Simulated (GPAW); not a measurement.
A run of GPAW 26.7.0:

Contents of run.py:

```python
import numpy as np
from ase.io import read
from ase.units import Ha
from gpaw import PW
from gpaw.dft import DFT
from gpaw.hubbard import aoom

atoms = read('MnS.xyz')
atoms.set_initial_magnetic_moments([5.0, 0.0])

def hold(setup, l, U, n_smm):
    """Build the Hubbard potential of this atom from a typed occupation matrix."""
    free = setup.hubbard_u.calculate

    def calculate(setup, D_sii):
        energy, dH_sii = free(setup, D_sii)
        m = 2 * l + 1
        first = np.cumsum([0] + [2 * x + 1 for x in setup.l_j])
        blocks = [slice(first[j], first[j] + m) for j, x in enumerate(setup.l_j) if x == l]
        for s, n_mm in enumerate(n_smm):
            _, V_ii = aoom(D_sii[s], l, setup.l_j, setup.n_j, setup.N0_q)
            for i1 in blocks:
                for i2 in blocks:
                    V_ii[i1, i2] *= U / Ha / 2 * (np.eye(m) - 2 * np.array(n_mm))
            dH_sii[s] = V_ii
        return energy, dH_sii

    setup.hubbard_u.calculate = calculate
    return free

# occupation matrices [spin][m][m'] in real spherical harmonics, m = -l ... l
start = {
    0: [[[1.0, 0.0, 0.0, 0.0, 0.0],
         [0.0, 1.0, 0.0, 0.0, 0.0],
         [0.0, 0.0, 1.0, 0.0, 0.0],
         [0.0, 0.0, 0.0, 1.0, 0.0],
         [0.0, 0.0, 0.0, 0.0, 1.0]],
        [[0.0, 0.0, 0.0, 0.0, 0.0],
         [0.0, 0.0, 0.0, 0.0, 0.0],
         [0.0, 0.0, 0.0, 0.0, 0.0],
         [0.0, 0.0, 0.0, 0.0, 0.0],
         [0.0, 0.0, 0.0, 0.0, 0.0]]],
}

dft = DFT(atoms,
          mode=PW(600),
          xc='LDA',
          kpts={'size': (6, 6, 6), 'gamma': True},
          occupations={'name': 'methfessel-paxton', 'order': 0, 'width': 0.05},
          setups={0: ':d,3.0'},
          nbands=23,
          convergence={'density': 1e-05, 'energy': 1e-05},
          maxiter=120,
          symmetry={'point_group': False},
          converge=False,
          txt='gpaw.txt')
free = {a: hold(dft.setups[a], l, 3, start[a]) for a, l in {0: 2}.items()}
dft.converge(steps=14)
for a, calculate in free.items():
    dft.setups[a].hubbard_u.calculate = calculate
dft.converge()
print(f'Energy: {dft.calculate_energy():.6f} eV')
print('Forces (eV/A):')
print(dft.calculate_forces().round(4))
print('Stress (eV/A^3):', dft.calculate_stress().round(6))
print('Moments:', dft.magmoms()[1][:, 2].round(3))
dft.write_converged()
dft.write_gpw_file('gs.gpw')
for a, l in {0: 2}.items():
    setup = dft.setups[a]
    for s, D_ii in enumerate(dft.density.D_asii[a]):
        n_mm = aoom(D_ii, l, setup.l_j, setup.n_j, setup.N0_q)[0]
        print(f'atom {a} spin {s} trace {n_mm.trace():.4f} eigenvalues', *np.linalg.eigvalsh(n_mm).round(3))
        np.savetxt(f'occupation-{a}-{s}.dat', n_mm, fmt='%8.4f')
```

File MnS.xyz:

```xyz
2
Lattice="3.2116599200 0.0000000000 0.0000000000 0.0000000000 3.2116599200 0.0000000000 0.0000000000 0.0000000000 3.2116599200" Properties=species:S:1:pos:R:3 pbc="T T T"
Mn     0.0000000000      0.0000000000      0.0000000000
S      1.6058299600      1.6058299600      1.6058299600
```

Potentials or basis: the program's PAW data sets (release 1.2.1) made for this functional, pw.

The run is started by

```console
$ OMP_NUM_THREADS=1 python run.py
```

Hardware: 1 thread of Arm Neoverse V2 (shared host).

Task: How long does it take, and how much memory?

Result: Wall time 5.6 min on 1 thread of Arm Neoverse V2, on a shared host, peak memory 0.26 GiB. Counts: scf iterations 91, plane waves 1141, bands 23, k points 112.
